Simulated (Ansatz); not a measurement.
Pd under changes of volume

One of the cells (15.547 Å³/atom); the others are scaled copies at fixed shape and fractional positions:

```
Pd
1.0
    -1.57228    1.57228    1.57228
     1.57228   -1.57228    1.57228
     1.57228    1.57228   -1.57228
Pd
1
Direct
  0.00000 0.00000 0.00000
```

This isn't the form of Pd at room conditions, which is fcc.

| Quantity | Value |
| --- | --- |
| Program | Ansatz 0.2.0 |
| Functional | PBEsol |
| Potentials or basis | all-electron LAPW, scalar-relativistic |
| Cutoff | 273 eV (chosen from the basis error) |
| Basis error allowed | 0.001 eV/atom |
| k mesh | 12 × 12 × 12 |
| Occupations | fermi-dirac, width 0.05 eV |
| Spin | no spin polarisation |

```tsv
volume (Å³/atom)	energy over the lowest point (meV/atom)	pressure (GPa)
14.614	0.00	0.6
14.925	3.08	-3.5
15.236	13.49	-7.0
15.547	30.29	-10.0
15.858	52.64	-12.7
16.169	79.81	-15.0
16.480	?	?
```

Problem. What does the run at 16.480 Å³/atom give?

Solution. Energy over the lowest point 111.15 meV/atom; pressure -17.0 GPa.

Worked out: A Birch-Murnaghan fit of order 3 (a polynomial in V^(-2/3)) to the other rows has its minimum at 14.65 Å³/atom with B0 = V·E''(V) = 201 GPa and B' = 5.5. It gives 111.16 meV/atom at 16.480 Å³/atom, against the run's 111.15, and -dE/dV = -17.1 GPa, against -17.0.

Energies are extrapolated to zero smearing.
